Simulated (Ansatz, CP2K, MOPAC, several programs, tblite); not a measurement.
Energy against volume for Li2O (antifluorite), at fixed shape and fractional coordinates, computed by several methods (PBE and r2SCAN, where shown, with plane waves in Ansatz); the cell shown is that of r2SCAN. The symmetry is Fm-3m (No. 225, cubic); conventional cell a = 4.573 Å, 7.97 Å³ an atom. O has 8 Li at 1.98 Å; Li has 4 O at 1.98 Å. No spin polarisation and no zero-point or thermal motion. Energies count from each curve's lowest point; fits are third-order Birch-Murnaghan.

```cif
data_structure
_symmetry_space_group_name_H-M 'Fm-3m'
_symmetry_Int_Tables_number 225
_cell_length_a 4.5727
_cell_length_b 4.5727
_cell_length_c 4.5727
_cell_angle_alpha 90.000
_cell_angle_beta 90.000
_cell_angle_gamma 90.000
_cell_volume 95.62
loop_
_atom_site_label
_atom_site_type_symbol
_atom_site_symmetry_multiplicity
_atom_site_Wyckoff_symbol
_atom_site_fract_x
_atom_site_fract_y
_atom_site_fract_z
_atom_site_occupancy
O1 O 4 a 0.00000 0.00000 0.00000 1
Li1 Li 8 c 0.25000 0.75000 0.75000 1
```

GFN2-xTB (tblite), on the shape of the cell shown, as a cluster of 96 atoms at the zone centre:
```tsv
V (Å³/atom)	E (meV/atom)
7.012	182.53
7.490	107.27
7.968	55.48
8.446	21.19
8.924	0.00
```
This method closes the gap of a crystal that DFT finds insulating, so its curve rests on a wrong state.
The lowest point is an end point, so the minimum isn't bracketed.

Q: r2SCAN, on the shape of its own relaxed cell, gives

| V (Å³/atom) | E (meV/atom) |
| --- | --- |
| 7.490 | 8.65 |
| 7.729 | 2.06 |
| 7.968 | 0.00 |
| 8.207 | 1.84 |
| 8.446 | 7.07 |

What equilibrium volume and bulk modulus follow?

A: V₀ = 7.97 Å³ an atom and B₀ = 87 GPa.

PBE/SZV (CP2K), on the shape of the cell shown:
```tsv
V (Å³/atom)	E (meV/atom)
7.012	244.61
7.490	143.08
7.968	73.32
8.446	27.46
8.924	0.00
```
The lowest point is an end point, so the minimum isn't bracketed.

PM7 (MOPAC), on the shape of the cell shown, as a cluster of 96 atoms at the zone centre:
```tsv
V (Å³/atom)	E (meV/atom)
7.012	32.32
7.490	0.00
7.968	3.19
8.446	17.06
8.924	38.98
```
The points scatter about a smooth fit, a numerical artefact, so no fit is quoted.

PBE, on the shape of its own relaxed cell:
```csv
V (Å³/atom),E (meV/atom)
7.751,8.28
7.998,2.05
8.245,0.00
8.493,1.65
8.740,6.57
```
V₀ = 8.25 Å³ an atom and B₀ = 80 GPa.
